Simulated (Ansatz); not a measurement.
Write the native input for Ansatz 0.2.0 that does the following.

```
Task                : relaxation of cell and atoms
Functional          : r2SCAN
Potentials or basis : Ansatz PAW
Cutoff              : 500 eV (not typed: the program's choice for these potentials)
k mesh              : 7 × 7 × 5
Occupations         : fermi-dirac, width 0.05 eV
Spin                : no spin polarisation
```

The system is BaH2.

```
Ba H
1.0
     4.46203    0.00000    0.00000
    -2.23101    3.86423    0.00000
     0.00000    0.00000    6.05529
Ba H
2 4
Direct
  0.33333 0.66667 0.25000
  0.66667 0.33333 0.75000
  0.00000 0.00000 0.00000
  0.00000 0.00000 0.50000
  0.66667 0.33333 0.25000
  0.33333 0.66667 0.75000
```

The cell comes from a database or a generator and needn't be the stable form of this composition.

One way to write it, as run:

input.yaml

```yaml
crystal:
  lattice:
    - [4.4620250523, 0.0, 0.0]
    - [-2.2310125262, 3.8642270477, 0.0]
    - [0.0, 0.0, 6.05529259]
  atoms:
    - { symbol: Ba, position: [0.3333333333, 0.6666666667, 0.25] }
    - { symbol: Ba, position: [0.6666666667, 0.3333333333, 0.75] }
    - { symbol: H, position: [0.0, 0.0, 0.0] }
    - { symbol: H, position: [0.0, 0.0, 0.5] }
    - { symbol: H, position: [0.6666666667, 0.3333333333, 0.25] }
    - { symbol: H, position: [0.3333333333, 0.6666666667, 0.75] }
hamiltonian:
  xc: r2scan
  pseudopotentials: { kind: paw }
kpoints:
  mp_grid: { grid: [7, 7, 5] }
scf:
  occupations: { method: fermi_dirac, width: 0.05 }
output:
  forces: true
  stress: true
  eigenvalues: true
relax:
  f_tol: 0.01
  max_steps: 40
  cell: { stress_tol: 0.05 }
```

Potentials or basis: Ansatz PAW.

The run is started by

```console
$ ansatz run input.yaml --threads 2 --pin off --max-ram 5632MiB --backend cpu --events-out ev --progress --plain --runs-dir out
```

It gave:

- Relaxed volume: 17.06 Å³/atom
- Relaxed cell: a = 4.438 Å, b = 4.438 Å, c = 6.000 Å, α = 90.00°, β = 90.00°, γ = 120.00°
- Space group after relaxing (to 0.05 Å): P6_3/mmc (No. 194)
- Energy gained by relaxing: 0.7 meV/atom
- Ionic steps: 5
- Pressure after relaxing: 0.0 GPa
- Band gap on the k mesh: 2.49 eV, indirect (least direct gap 3.31 eV)

Caveat: odd divisions of the mesh miss points on the zone boundary, where band edges often lie, so the gap on the mesh can be too wide; the plane-wave basis is chosen anew once the cell has moved, so the energies of steps on either side of that aren't comparable; spin-orbit coupling is left out, which moves the levels of the heavy elements; the PAW data sets come from PBE, with cores solved anew for the run's functional, which leaves a small shift of forces and pressure.

Wall time 20 s on 2 threads of Arm Neoverse V2 (shared host), peak memory 0.62 GiB.
